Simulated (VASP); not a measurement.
# Al (P6_3/mmc) in VASP: notebook

Runs on Al. Level: PBEsol. Tasks: single point.

Program: VASP 6.6.1. These are calculated values, not measurements. Logs are shortened: lines on timing, memory, paths and dates and some standing lists are left out, and cuts for length are marked.

### 1 The cell of the first run

The structure is hexagonal, space group P6_3/mmc (No. 194). The conventional cell has a = 3.129 Å, b = 3.129 Å, c = 4.867 Å, α = 90.00°, β = 90.00°, γ = 120.00°. Al (site symmetry -6m2) is surrounded by 12 Al at 3.03 to 3.13 Å.

This isn't the form of Al at room conditions, which is fcc.

### 2 Single point, PBEsol (strain +0.1125 x Voigt [1, 1, 0, 0, 0, 0], atoms carried along)

Input file INCAR:

```
ALGO = Normal
EDIFF = 1E-6
ENCUT = 520
GGA = PS
ISIF = 2
ISMEAR = 0
LASPH = T
LCHARG = F
LREAL = F
LWAVE = F
NBANDS = 10
NELM = 100
PREC = Accurate
SIGMA = 0.15
```

Input file KPOINTS:

```
k-points
0
Gamma
  21 21 10
```

Input file POSCAR:

```
Al
1.0
    3.1288565785      0.0000000000      0.0000000000
   -1.5644282892      2.7096692818      0.0000000000
    0.0000000000      0.0000000000      4.8668500000
Al
2
Direct
    0.6666666667      0.3333333333      0.7500000000
    0.3333333333      0.6666666667      0.2500000000
```

Potentials or basis: VASP PAW PBE potentials, release 64 (Al).

Launch:

```bash
$ cat potpaw_PBE.64/Al/POTCAR > POTCAR
$ mpirun -np 1 vasp_std > vasp.out
```

OUTCAR:

```text
EDIFF = 1E-6
   ENCUT = 520
   GGA = PS
   ISIF = 2
   ISMEAR = 0
   LASPH = T
   LREAL = F
   NELM = 100
   PREC = Accurate

 ion  position               nearest neighbor table
   1  0.667  0.333  0.750-   2 3.03   2 3.03   2 3.03   2 3.03   2 3.03   2 3.03
   2  0.333  0.667  0.250-   1 3.03   1 3.03   1 3.03   1 3.03   1 3.03   1 3.03

  LATTYP: Found a hexagonal cell.
 ALAT       =     3.1288565785
 C/A-ratio  =     1.5554723836

  Lattice vectors:

 A1 = (   3.1288565785,   0.0000000000,   0.0000000000)
 A2 = (  -1.5644282892,   2.7096692818,   0.0000000000)
 A3 = (   0.0000000000,   0.0000000000,   4.8668500000)

Analysis of symmetry for initial positions (statically):
=====================================================================
 Subroutine PRICEL returns:
 Original cell was already a primitive cell.

 Routine SETGRP: Setting up the symmetry group for a
 hexagonal supercell.

 Subroutine GETGRP returns: Found 24 space group operations
 (whereof 12 operations were pure point group operations)
 out of a pool of 24 trial point group operations.

The static configuration has the point symmetry D_3d.
 The point group associated with its full space group is D_6h.

Analysis of symmetry for dynamics (positions and initial velocities):
=====================================================================
 Subroutine PRICEL returns:
 Original cell was already a primitive cell.

 Routine SETGRP: Setting up the symmetry group for a
 hexagonal supercell.

 Subroutine GETGRP returns: Found 24 space group operations
 (whereof 12 operations were pure point group operations)
 out of a pool of 24 trial point group operations.

The dynamic configuration has the point symmetry D_3d.
 The point group associated with its full space group is D_6h.

 Subroutine INISYM returns: Found 24 space group operations
 (whereof 12 operations are pure point group operations),
 and found     1 'primitive' translations

----------------------------------------------------------------------------------------

                                     Primitive cell

  volume of cell :      41.2620

  direct lattice vectors                    reciprocal lattice vectors
     3.128856579  0.000000000  0.000000000     0.319605573  0.184524364  0.000000000
    -1.564428289  2.709669282  0.000000000     0.000000000  0.369048727  0.000000000
     0.000000000  0.000000000  4.866850000     0.000000000  0.000000000  0.205471712

  length of vectors
[... 90 lines left out ...]
   POTIM  = 0.5000    time-step for ionic-motion
   TEBEG  =    0.0;   TEEND  =   0.0 temperature during run
   PSTRESS=    0.0 pullay stress
   NELECT =       6.0000    total number of electrons
   NUPDOWN=      -1.0000    fix difference up-down
   EMIN   =  10.00;   EMAX   =-10.00  energy-range for DOS
   EFERMI =   0.00;   METHOD = LEGACY
   ISMEAR =     0;   SIGMA  =   0.15  broadening in eV -4-tet -1-fermi 0-gaus
   EFERMI_NEDOS =   21; number of points for ismear=-14 and -15
   IALGO  =     38    algorithm
   IMIX   =      4    mixing-type and parameters
     AMIX     =   0.40;   BMIX     =  1.00
     AMIX_MAG =   1.60;   BMIX_MAG =  1.00
  volume/ion in A,a.u.               =      20.63       139.22
  Fermi-wavevector in a.u.,A,eV,Ry     =   0.860879  1.626825 10.083442  0.741112
  Thomas-Fermi vector in A             =   1.978449
   LORBIT       =      0    0 simple, 1 ext, 2 COOP (PROOUT), +10 PAW based schemes
   GGA     = PS    functional components
   LHFCALC =     F    Hartree Fock is set to
   AEXX    =    0.0000 exact exchange contribution
   IVDW    =     0    specifies the selected vdW correction
   LEPSILON=     F    determine dielectric tensor
   LRPA    =     F    only Hartree local field effects (RPA)
 non-spin polarized calculation
 Gauss-broadening in eV      SIGMA  =   0.15
  energy-cutoff  :      520.00
  volume of cell :       41.26
 maximum number of plane-waves:      1128
 NGX is ok and might be reduce to    24
   NGX = 11   NGY = 11   NGZ = 19

 number of electron       6.0000000 magnetization

 Free energy of the ion-electron system (eV)
  ---------------------------------------------------
  ext. energy  EPLUGINS =         0.00000000
  ---------------------------------------------------
  free energy    TOTEN  =        -7.75607467 eV

  energy without entropy =       -7.74505986  energy(sigma->0) =       -7.75056727

 E-fermi :   5.7793     XC(G=0):  -9.4688

 val. band max:        5.7688515578   @ k =   0.3333   0.1429   0.0000
 cond. band min:       5.7801707828   @ k =   0.2381   0.1429   0.0000
 fundamental gap:      0.0113192251
 Fermi energy:         5.7793173830

 k-point     1 :       0.0000    0.0000    0.0000
  band No.  band energies     occupation
      1      -3.8710      2.00000
      2       2.2492      2.00000
      3       2.2856      2.00000
      4      13.9291      0.00000
      5      13.9291      0.00000
      6      14.9799      0.00000
      7      14.9799      0.00000
      8      17.0487      0.00000
      9      17.1365      0.00000
     10      18.3228      0.00000
[... 287 lines left out ...]
 k-point    24 :       0.1905    0.0952    0.0000
  band No.  band energies     occupation
      1      -2.5995      2.00000
      2       3.4769      2.00000
      3       3.5085      2.00000
      4       7.5646      0.00000
      5       9.3646      0.00000
      6      13.1828      0.00000
      7      13.2716      0.00000
      8      14.7692      0.00000
      9      14.8783      0.00000
     10      15.5739      0.00000

 [... further k-points ...]

------------------------ aborting loop because EDIFF is reached ----------------------------------------

  FORCE on cell =-STRESS in cart. coord.  units (eV):
  Direction    XX          YY          ZZ          XY          YZ          ZX
  --------------------------------------------------------------------------------------
  -------------------------------------------------------------------------------------
  Total       -2.8727439     -2.8727439     -2.4469980     -0.0000000      0.0000000      0.0000000
  in kB     -111.5469212   -111.5469212    -95.0154642     -0.0000000      0.0000000      0.0000000
  external PRESSURE =    -106.0364355 kB  Pullay stress =       0.0000000 kB

 VOLUME and BASIS-vectors are now :
 -----------------------------------------------------------------------------
  energy-cutoff  :      520.00
  volume of cell :       41.26
      direct lattice vectors                 reciprocal lattice vectors
     3.128856579  0.000000000  0.000000000     0.319605573  0.184524364  0.000000000
    -1.564428289  2.709669282  0.000000000     0.000000000  0.369048727  0.000000000
     0.000000000  0.000000000  4.866850000     0.000000000  0.000000000  0.205471712

 POSITION                                       TOTAL-FORCE (eV/Angst)
 -----------------------------------------------------------------------------------
      1.56443      0.90322      3.65014         0.000000      0.000000      0.000000
     -0.00000      1.80645      1.21671        -0.000000     -0.000000      0.000000
 -----------------------------------------------------------------------------------
    total drift:                                0.000000     -0.000000      0.000000

  FREE ENERGIE OF THE ION-ELECTRON SYSTEM (eV)
  ---------------------------------------------------
  free  energy   TOTEN  =        -7.7560746681 eV

  energy  without entropy=       -7.7450598637  energy(sigma->0) =       -7.75056727
```

stdout:

```text
POSCAR found type information on POSCAR Al
 POSCAR found :  1 types and       2 ions
 scaLAPACK will be used
 -----------------------------------------------------------------------------
|                                                                             |
|                                                                             |
|     You enforced a specific xc type in the INCAR file but a different       |
|     I HOPE YOU KNOW WHAT YOU ARE DOING!                                     |
|                                                                             |
 -----------------------------------------------------------------------------

 LDA part: xc-table for (Slater+PW92), standard interpolation
 POSCAR, INCAR and KPOINTS ok, starting setup
 FFT: planning ... GRIDC
 FFT: planning ... GRID_SOFT
 FFT: planning ... GRID
 WAVECAR not read
 entering main loop
```

Wall time 20 s (1 thread of Intel Xeon 6975P-C (Granite Rapids), shared host); peak memory 0.22 GiB.

Results:

```
Free energy            : -7.7561 eV
Pressure               : -10.6 GPa
Band gap on the k mesh : none (metal or under the smearing width)
```

Caveat: the PAW data sets were made with another functional, which shifts forces and pressure a little.

### 3 Single point, PBEsol (strain -0.0375 x Voigt [1, 1, 0, 0, 0, 0], atoms carried along)

Input file INCAR:

```
ALGO = Normal
EDIFF = 1E-6
ENCUT = 520
GGA = PS
ISIF = 2
ISMEAR = 0
LASPH = True
LCHARG = True
LELF = True
LREAL = False
LVHAR = True
LWAVE = False
NBANDS = 10
NELM = 100
PREC = Accurate
SIGMA = 0.15
```

KPOINTS is that of step 2.

Input file POSCAR:

```
Al
1.0
    2.7069882758      0.0000000000      0.0000000000
   -1.3534941379      2.3443206146      0.0000000000
    0.0000000000      0.0000000000      4.8668500000
Al
2
Direct
    0.6666666667      0.3333333333      0.7500000000
    0.3333333333      0.6666666667      0.2500000000
```

Potentials or basis: VASP PAW PBE potentials, release 64 (Al).

Launch:

```bash
$ cat potpaw_PBE.64/Al/POTCAR > POTCAR
$ mpirun -np 1 vasp_std > vasp.out
```

OUTCAR:

```text
EDIFF = 1E-6
   ENCUT = 520
   GGA = PS
   ISIF = 2
   ISMEAR = 0
   LASPH = True
   LREAL = False
   NELM = 100
   PREC = Accurate

 ion  position               nearest neighbor table
   1  0.667  0.333  0.750-   2 2.89   2 2.89   2 2.89   2 2.89   2 2.89   2 2.89
   2  0.333  0.667  0.250-   1 2.89   1 2.89   1 2.89   1 2.89   1 2.89   1 2.89

  LATTYP: Found a hexagonal cell.
 ALAT       =     2.7069882758
 C/A-ratio  =     1.7978836641

  Lattice vectors:

 A1 = (   2.7069882758,   0.0000000000,   0.0000000000)
 A2 = (  -1.3534941379,   2.3443206146,   0.0000000000)
 A3 = (   0.0000000000,   0.0000000000,   4.8668500000)

Analysis of symmetry for initial positions (statically):
=====================================================================
 Subroutine PRICEL returns:
 Original cell was already a primitive cell.

 Routine SETGRP: Setting up the symmetry group for a
 hexagonal supercell.

 Subroutine GETGRP returns: Found 24 space group operations
 (whereof 12 operations were pure point group operations)
 out of a pool of 24 trial point group operations.

The static configuration has the point symmetry D_3d.
[... 173 lines left out ...]
  band No.  band energies     occupation
      1      -2.9481      2.00000
      2       3.0043      2.00000
      3       3.3126      2.00000
      4      19.3711      0.00000
      5      20.5976      0.00000
      6      21.2483      0.00000
      7      21.2483      0.00000
      8      21.4047      0.00000
      9      21.4047      0.00000
     10      24.7069      0.00000
[... 287 lines left out ...]
 k-point    24 :       0.1905    0.0952    0.0000
  band No.  band energies     occupation
      1      -1.2509      2.00000
      2       4.6367      2.00000
      3       4.9049      2.00000
      4      12.2087      0.00000
      5      14.4547      0.00000
      6      17.6654      0.00000
      7      18.0243      0.00000
      8      19.6288      0.00000
      9      20.6262      0.00000
     10      21.1922      0.00000

 [... further k-points ...]

------------------------ aborting loop because EDIFF is reached ----------------------------------------

  FORCE on cell =-STRESS in cart. coord.  units (eV):
  Direction    XX          YY          ZZ          XY          YZ          ZX
  --------------------------------------------------------------------------------------
  -------------------------------------------------------------------------------------
  Total        1.7230157      1.7230157      0.0630873      0.0000000      0.0000000     -0.0000000
  in kB       89.3816706     89.3816706      3.2726620      0.0000000      0.0000000     -0.0000000
  external PRESSURE =      60.6786677 kB  Pullay stress =       0.0000000 kB

 VOLUME and BASIS-vectors are now :
 -----------------------------------------------------------------------------
  energy-cutoff  :      520.00
  volume of cell :       30.89
      direct lattice vectors                 reciprocal lattice vectors
     2.706988276  0.000000000  0.000000000     0.369414234  0.213281407  0.000000000
    -1.353494138  2.344320615  0.000000000     0.000000000  0.426562815  0.000000000
     0.000000000  0.000000000  4.866850000     0.000000000  0.000000000  0.205471712

 POSITION                                       TOTAL-FORCE (eV/Angst)
 -----------------------------------------------------------------------------------
      1.35349      0.78144      3.65014        -0.000000      0.000000      0.000000
     -0.00000      1.56288      1.21671         0.000000     -0.000000      0.000000
 -----------------------------------------------------------------------------------
    total drift:                               -0.000000      0.000000     -0.000000

  FREE ENERGIE OF THE ION-ELECTRON SYSTEM (eV)
  ---------------------------------------------------
  free  energy   TOTEN  =        -8.0507423159 eV

  energy  without entropy=       -8.0408688587  energy(sigma->0) =       -8.04580559
```

OSZICAR:

```text
N       E                     dE             d eps       ncg     rms          rms(c)
DAV:   1    -0.655006048150E+00   -0.65501E+00   -0.23720E+03  5760   0.478E+02
DAV:   2    -0.795503229513E+01   -0.73000E+01   -0.70067E+01  7690   0.549E+01
DAV:   3    -0.811330766418E+01   -0.15828E+00   -0.15682E+00  7582   0.650E+00
DAV:   4    -0.811395172055E+01   -0.64406E-03   -0.64398E-03  6906   0.471E-01
DAV:   5    -0.811395701836E+01   -0.52978E-05   -0.52969E-05  7012   0.435E-02    0.217E+00
DAV:   6    -0.807584626241E+01    0.38111E-01   -0.43163E-03  6390   0.302E-01    0.122E+00
DAV:   7    -0.805095226791E+01    0.24894E-01   -0.10399E-02  6174   0.458E-01    0.209E-01
DAV:   8    -0.805074684226E+01    0.20543E-03   -0.22216E-04  7792   0.792E-02    0.410E-02
DAV:   9    -0.805074267426E+01    0.41680E-05   -0.59323E-06  6876   0.117E-02    0.609E-03
DAV:  10    -0.805074231594E+01    0.35831E-06   -0.44664E-07  3798   0.304E-03
   1 F= -.80507423E+01 E0= -.80458056E+01  d E =-.987346E-02
```

Wall time 21 s (1 thread of Intel Xeon 6975P-C (Granite Rapids), shared host); peak memory 0.19 GiB.

Results:

* Free energy: -8.0507 eV
* Pressure: 6.1 GPa
* Band gap on the k mesh: none (metal or under the smearing width)

Caveat: the PAW data sets were made with another functional, which shifts forces and pressure a little.
